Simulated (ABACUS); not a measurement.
SnO under changes of volume

One of the cells (17.769 Å³/atom); the others are scaled copies at fixed shape and fractional positions:

```
Sn O
1.0
     3.81370    0.00000    0.00000
     0.00000    3.81370    0.00000
     0.00000    0.00000    4.88691
Sn O
2 2
Direct
  0.50000 0.00000 0.76463
  0.00000 0.50000 0.23537
  0.00000 0.00000 0.00000
  0.50000 0.50000 0.00000
```

The cell is a database's computed one.

```yaml
Program: ABACUS 3.10.1
Functional: PBEsol
Potentials_or_basis: PseudoDojo NC SR 0.4.1 PBEsol standard
Cutoff: 1143 eV
Density_cutoff: 4572 eV
Basis: plane waves
k_mesh: 7 × 7 × 6
Occupations: fermi-dirac, width 0.05 eV
Spin: no spin polarisation
```

| volume (Å³/atom) | energy over the lowest point (meV/atom) | pressure (GPa) | gap on the mesh (eV) | largest force (eV/Å) |
| --- | --- | --- | --- | --- |
| 16.703 | 21.44 | 6.7 | 0.13 | 1.106 |
| 17.058 | ? | ? | ? | ? |
| 17.414 | 2.27 | 2.0 | 0.28 | 0.445 |
| 17.769 | 0.00 | 0.0 | 0.35 | 0.153 |
| 18.125 | 1.96 | -1.8 | 0.42 | 0.100 |
| 18.480 | 7.70 | -3.4 | 0.48 | 0.351 |
| 18.835 | 16.84 | -4.9 | 0.54 | 0.584 |

What does the run at 17.058 Å³/atom give?

Energy over the lowest point 9.24 meV/atom; pressure 4.2 GPa; gap on the mesh 0.21 eV; largest force 0.761 eV/Å.

Worked out: A Birch-Murnaghan fit of order 3 (a polynomial in V^(-2/3)) to the other rows has its minimum at 17.78 Å³/atom with B0 = V·E''(V) = 95 GPa and B' = 4.4 at fixed shape and positions, which overstates the stiffness. It gives 9.25 meV/atom at 17.058 Å³/atom, against the run's 9.24, and -dE/dV = 4.3 GPa, against 4.2. A straight line through the other rows of the gap, of slope 3.42 eV per unit of ln V, gives 0.21 eV, against the run's 0.21.

Energies are extrapolated to zero smearing.

Caveats: spin-orbit coupling is left out, which moves the levels of the heavy elements; an odd mesh through Γ misses points on the zone boundary, where band edges often lie; forces of over 1 eV/Å show positions far from the minimum, so gaps and moduli don't describe the material at rest (some runs).
